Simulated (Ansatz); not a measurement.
## How NaCl absorbs and reflects light

Wanted: where NaCl starts to absorb, how strongly, and its refractive index. The cell comes from an older database entry, whose edges can differ from later determinations, mostly by under a per cent.

Program: Ansatz 0.2.0. Level of theory: DFT, PBE, plane-wave PAW, default files, scalar-relativistic, independent-particle optical response without local fields. Results are calculated unless marked as measured.

The database entry behind the starting cell differs from later determinations by our own check (an axis about 0.4 % short against later determinations), so it need not match the best structure at ambient conditions.

### 1. Starting point

It takes space group Fm-3m (No. 225, cubic). The conventional cell has a = 5.620 Å, b = 5.620 Å, c = 5.620 Å, α = 90.00°, β = 90.00°, γ = 90.00°. Nearest to Cl lie 6 Na at 2.81 Å. Na has 6 Cl at 2.81 Å nearest. Farther neighbours and most contacts between anions are not listed.

### 2. Ground state and bands

First the ground state: is it a metal or has it a gap?

This step: DFT, PBE, plane-wave PAW, default files, scalar-relativistic, ground state (Ansatz 0.2.0).

input.yaml reads:

```yaml
crystal:
  lattice:
    - [0.0, 2.81, 2.81]
    - [2.81, 0.0, 2.81]
    - [2.81, 2.81, 0.0]
  atoms:
    - { symbol: Cl, position: [0.5, 0.5, 0.5] }
    - { symbol: Na, position: [0.0, 0.0, 0.0] }
kpoints:
  mp_grid: { grid: [7, 7, 7] }
  band_path:
    path:
      - [[0.0, 0.0, 0.0], [0.5, 0.0, 0.5], [0.5, 0.25, 0.75], [0.375, 0.375, 0.75], [0.0, 0.0, 0.0], [0.5, 0.5, 0.5], [0.625, 0.25, 0.625], [0.5, 0.25, 0.75], [0.5, 0.5, 0.5], [0.375, 0.375, 0.75]]
      - [[0.625, 0.25, 0.625], [0.5, 0.0, 0.5]]
    npoints: 6
scf:
  occupations: { method: fermi_dirac, width: 0.05 }
  n_extra_bands: 6
hamiltonian:
  xc: pbe
  pseudopotentials: { kind: paw }
output:
  forces: true
  stress: true
  populations: true
  write_bands: true
  write_density: true
  write_potential: true
  elf: true
  volumetric_format: npy
```

Run with:

```console
$ ansatz run input.yaml --threads 4 --pin off --max-ram 8192MiB --backend cpu --events-out ev --progress --plain --runs-dir out
```

Then come: spectrum; static response with local fields. Settings of the main run: response mesh 8×8×8, line width 0.15 eV, cutoff 420 eV, fixed occupations.

Q: Predict the gap on the path; least direct gap on the path; and electronic dielectric constant ε∞, mean over x, y and z.

Light drives vertical transitions, so the absorption sets in only above the least direct gap, 5.15 eV, apart from the broadening. At this level (PBE, independent particles) NaCl has ε∞ = 2.76 (2.51 with local fields) and n = 1.66 at 1550 nm; absorption sets in near 5.1 eV, and Im ε peaks at 10.8 eV. The gap on the path is direct, 5.15 eV.

- gap on the path: 5.15 eV
- least direct gap on the path: 5.15 eV
- electronic dielectric constant ε∞, mean over x, y and z (by symmetry where fewer were run) (independent particles): 2.76
- absorption onset, first axis (α over 10⁴ cm⁻¹, or the direct gap if that lies higher): 5.15 eV
- main peak of Im epsilon, first axis: 10.8 eV
- electronic dielectric constant ε∞, mean over x, y and z (by symmetry where fewer were run) (static response with local fields): 2.51

Absorption passes 10⁴ cm⁻¹ from the direct gap on, 5.15 eV, in the ultraviolet, so the visible is passed. Distinct maxima of Im ε, read by a parabola through the highest points, lie at 8.80 eV (4.8) and 10.81 eV (4.8). The f-sum over the summed bands holds 8.2 of the cell's 16 electrons outside the frozen cores, 10 of which lie in bands more than 12 eV below the Fermi level, whose transitions come at higher energies. Up to 20 eV the strength has a mean oscillator energy of 10.6 eV, close to the main peak. A film 1 µm thick would pass 88 % of daylight and look colourless in transmission (x = 0.313, y = 0.330). With local fields and the functional's kernel the static response is 2.51 against 2.76 for independent particles (-9 %). In the base spectrum excitons and phonon-assisted transitions are missing, and so are local fields; PBE gaps are as a rule too small, which pulls the onset down and ε∞ up. In the base run ε includes the program's bounded estimate of what the bands above those summed add.

[Logs are printed without paths, hosts, clocks, repeated set-up lines and the standing remarks that a program may print on its own settings, such as how far it seeks lower states.]

[Hosts, paths, dates, database ids (printed as entryN), source tags and the programs' standing remarks are cut or masked in the printed files.]
